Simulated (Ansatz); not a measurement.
**AlGa3N4: uniaxial strain along c**

One table from this session's results is given with a row withheld; the runs are named, their logs left out.

Program: Ansatz 0.2.0. Level of theory: DFT PBEsol, scalar-relativistic, plane waves, PAW. These are calculated values, not measurements.

2 further runs of the same task are left out: 2 set aside as unsound or not needed.

### The structure to begin with

It takes space group Pm (No. 6, monoclinic). Conventional cell: a = 5.142 Å, b = 3.165 Å, c = 5.478 Å, α = 90.00°, β = 90.04°, γ = 90.00°. Al (site symmetry m) has 4 N at 1.89 to 1.90 Å in its first shell of neighbours. Around Ga (site symmetry m) lie 4 N at 1.94 to 1.95 Å. Ga (site symmetry m) has 4 N at 1.94 to 1.96 Å in its first shell of neighbours. Ga (site symmetry m) has 4 N at 1.95 to 1.96 Å in its first shell of neighbours. Around N (site symmetry m) lie 1 Al at 1.89 Å and 3 Ga at 1.95 Å. N (site symmetry m) is surrounded by 2 Al at 1.90 Å and 2 Ga at 1.96 Å. Around N (site symmetry m) lie 4 Ga at 1.94 to 1.95 Å. N (site symmetry m) has 1 Al at 1.90 Å and 3 Ga at 1.94 Å in its first shell of neighbours.

As a file:

```cif
data_structure
_symmetry_space_group_name_H-M 'Pm'
_symmetry_Int_Tables_number 6
_cell_length_a 5.1424
_cell_length_b 3.1650
_cell_length_c 5.4785
_cell_angle_alpha 90.000
_cell_angle_beta 90.036
_cell_angle_gamma 90.000
_cell_volume 89.17
loop_
_atom_site_label
_atom_site_type_symbol
_atom_site_symmetry_multiplicity
_atom_site_Wyckoff_symbol
_atom_site_fract_x
_atom_site_fract_y
_atom_site_fract_z
_atom_site_occupancy
Al1 Al 1 b 0.00060 0.50000 0.66736 1
Ga1 Ga 1 b 0.49912 0.50000 0.33492 1
Ga2 Ga 1 a 0.49903 0.00000 0.83156 1
Ga3 Ga 1 a 0.99986 0.00000 0.16618 1
N1 N 1 b 0.11967 0.50000 0.34010 1
N2 N 1 a 0.11765 0.00000 0.82638 1
N3 N 1 a 0.62044 0.00000 0.16622 1
N4 N 1 b 0.63123 0.50000 0.66730 1
```

It goes back to an entry of the Materials Project, which need not be the stable form.

It is the result of an earlier relaxation at this level (volume 11.15 Å³/atom; gap on the mesh: 2.36 eV).

The unstrained cell was computed beforehand with the same settings: E(σ→0) = -13274.4685 eV for 8 atoms, gap 2.36 eV over the zone.

The first run:

The input, input.yaml:

```yaml
crystal:
  lattice:
    - [5.1616349826, 0.0, 6.08283e-05]
    - [0.0, 3.1768534941, 0.0]
    - [-0.0034043984, 0.0, 5.3963168079]
  atoms:
    - { symbol: Al, position: [0.0006034235, 0.5, 0.6673576246] }
    - { symbol: Ga, position: [0.4991167026, 0.5, 0.3349195796] }
    - { symbol: Ga, position: [0.499027384, 0.0, 0.8315570006] }
    - { symbol: Ga, position: [0.9998617813, 0.0, 0.1661805284] }
    - { symbol: "N", position: [0.1196687536, 0.5, 0.3400974151] }
    - { symbol: "N", position: [0.1176459797, 0.0, 0.8263760593] }
    - { symbol: "N", position: [0.6204436392, 0.0, 0.1662162869] }
    - { symbol: "N", position: [0.6312323461, 0.5, 0.6672965055] }
basis:
  ecutwfc: 420
kpoints:
  mp_grid: { grid: [6, 8, 6] }
hamiltonian:
  xc: pbesol
scf:
  occupations: { method: gaussian, width: 0.02 }
output:
  forces: true
  stress: true
  eigenvalues: true
relax:
  adjacent_minimum: "off"
  f_tol: 0.008
  max_steps: 40
  cell: { stress_tol: 0.015, fix: [c, angles] }
```

Started as:

```bash
ansatz run input.yaml --threads 2 --pin off --max-ram 5120MiB --backend cpu --events-out ev --progress --plain --runs-dir out
```

Among the steps run: At -1.5 %; The gap over the whole zone at -1.5 %; At +1.5 %; The gap over the whole zone at +1.5 %; At -3.0 %; Seeking the band edges at -3.0 %; At +3.0 %; Seeking the band edges at +3.0 %.

One table of the session follows, with a row left open; its other results are not shown here.

It belongs to the step «Energy, stress and gap against strain». Lengths are those of the vectors of the cell that was run; stresses in GPa:

```
strain (%)  ΔE (meV/atom)  a (Å)  b (Å)  c (Å)
      -3.0            9.2  5.166  3.199  5.314
      -1.5              ?      ?      ?      ?
      +0.0            0.0  5.142  3.165  5.478
      +1.5            2.3  5.129  3.150  5.561
      +3.0            9.1  5.114  3.137  5.643
```

Q: Estimate the row for strain (%) = -1.5 from the others.

Worked estimate for «ΔE (meV/atom)». A straight line through the neighbours (-3.0, 9.2) and (0.0, 0.0) gives 9.2 + (0.0 − 9.2) × (-1.5 + 3.0) / (0.0 + 3.0) = 4.6; a parabola fitted to 3 rows on both sides gives 2.3.

The run gave: ΔE (meV/atom): 2.3; a (Å): 5.155; b (Å): 3.181; c (Å): 5.396. In «ΔE (meV/atom)» the line misses by +2.3 and the parabola by 0.0.

ΔE is over the unstrained cell. Stress in GPa, positive in compression, on the Cartesian axes of the input.
